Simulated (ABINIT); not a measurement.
**CoO in ABINIT: the effect of Hubbard term**

CoO:

```
Co O
1.0
     0.00000    2.13150    2.13150
     2.13150    0.00000    2.13150
     2.13150    2.13150    0.00000
Co O
1 1
Direct
  0.00000 0.00000 0.00000
  0.50000 0.50000 0.50000
```

Alike in all runs:

```yaml
Program: ABINIT 10.8.3 (patched build)
Task: projected density of states
Functional: LDA
Potentials_or_basis: JTH PAW PBE v2.0
Cutoff: 707 eV
k_mesh: 9 × 9 × 9
Occupations: fermi-dirac, width 0.05 eV
Spin: collinear spin, ferromagnetic start
Starting_moments: "[2.0, 0.0] μB"
Double_counting_usepawu: 1
k_mesh_for_the_DOS: 13 × 13 × 13
Fine-grid_cutoff: 1306.15 eV
```

```tsv
Hubbard term	pressure (GPa)
Co d U = 0 eV	-19.3
Co d U = 2 eV	-16.8
Co d U = 4 eV	-15.9
Co d U = 6 eV	?
```

Question: What does the run with Hubbard term Co d U = 6 eV give?

Answer: Pressure -14.8 GPa.

Worked out: A straight line through the other rows of the pressure, of slope 0.85 GPa per eV, extrapolates to -13.9 GPa, against the run's -14.8. The fit is too stiff a form for this range.

Caveats: the PAW data sets were made with another functional, which shifts forces and pressure a little; a cell with one magnetic atom can't hold antiferromagnetic order, which such compounds often take.

Runs at the PBE level aren't shown here.
